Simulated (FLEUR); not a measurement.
Ba:

```
Ba
1.0
     0.00000    3.23267    3.23267
     3.23267    0.00000    3.23267
     3.23267    3.23267    0.00000
Ba
1
Direct
  0.00000 0.00000 0.00000
```

This isn't the form of Ba at room conditions, which is bcc.

* Program: FLEUR MaX-R8.1 (later development tree)
* Task: single point
* Functional: PBE
* Potentials or basis: all-electron
* Basis: FLAPW
* Kmax: 3.8 1/bohr
* k mesh: 7 × 7 × 7
* Occupations: fermi-dirac, width 0.05 eV
* Spin: no spin polarisation
* Gmax: 11.8 1/bohr
* Muffin-tin radii: Ba 2.66 bohr
* lmax: Ba 11
* Local orbitals a species: Ba 6
* Max iterations: 60
* Mixing factor: 0.05
* Mixer: Anderson
* Mixer history: 15
* Density convergence: 1e-05 me/bohr^3

On this cell: band gap on the k mesh none (metal or under the smearing width).

The same run follows on a disturbed copy (cell strained at random at fixed volume):

```xyz
1
Lattice="0.0342 3.2775 3.2715 3.1831 0.0353 3.2704 3.1968 3.2900 0.0216" Properties=species:S:1:pos:R:3 pbc="T T T"
Ba   -0.0233    0.0194   -0.0083
```

**Question.** What does the disturbed cell give?

**Answer.** The energy (extrapolated to zero smearing) moves by +0.8 meV/atom; band gap on the k mesh none (metal or under the smearing width).
